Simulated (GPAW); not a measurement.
# ZrC: band structure with LDA

The system is ZrC.

```
CELL_PARAMETERS angstrom
3.39148 0.00000 0.00000
-1.69574 2.93710 0.00000
0.00000 0.00000 5.29005
ATOMIC_POSITIONS crystal
Zr 0.66667 0.33333 0.75000
Zr 0.33333 0.66667 0.25000
C 0.00000 0.00000 0.50000
C 0.00000 0.00000 0.00000
```

The cell comes from a database or a generator and needn't be the stable form of this composition.

```
Program             : GPAW 26.7.0
Task                : band structure
Functional          : LDA
Potentials or basis : the program's PAW data sets (release 1.2.1) made for this functional
Cutoff              : 800 eV
Basis               : pw
k mesh              : 7 × 7 × 4
Occupations         : fermi-dirac, width 0.05 eV
Spin                : no spin polarisation
Maxiter             : 150
Band path           : GMKGALHA,LM,KH
Band points         : 60
```

The pressure is -13.1 GPa and the band gap along the path is none (metal or under the smearing width).

Stress tensor (GPa, compression positive):
```
-14.40   0.00   0.00
  0.00 -14.40   0.00
  0.00   0.00 -10.56
```

Levels at the corners of the path, in eV from the Fermi level:
```csv
point,band 13,band 14,band 15,band 16,band 17,band 18,band 19,band 20
Γ,-2.77,-1.06,-1.06,0.94,1.24,1.24,1.64,1.64
M,-3.16,-2.80,-1.47,-0.75,1.51,4.06,4.22,4.29
K,-3.33,-3.12,-3.12,0.55,1.05,1.05,4.25,4.25
Γ,-2.77,-1.06,-1.06,0.94,1.24,1.24,1.64,1.64
A,-2.39,-2.39,-2.39,-2.39,3.38,3.38,3.38,3.38
L,-2.69,-2.69,-2.07,-2.07,1.47,1.47,4.00,4.00
H,-2.15,-2.15,-1.78,-1.78,1.74,1.74,3.00,3.00
A,-2.39,-2.39,-2.39,-2.39,3.38,3.38,3.38,3.38
L,-2.69,-2.69,-2.07,-2.07,1.47,1.47,4.00,4.00
M,-3.16,-2.80,-1.47,-0.75,1.51,4.06,4.22,4.29
K,-3.33,-3.12,-3.12,0.55,1.05,1.05,4.25,4.25
H,-2.15,-2.15,-1.78,-1.78,1.74,1.74,3.00,3.00
```

Wall time 2 min on 1 thread of Arm Neoverse V1 (shared host), peak memory 0.42 GiB.
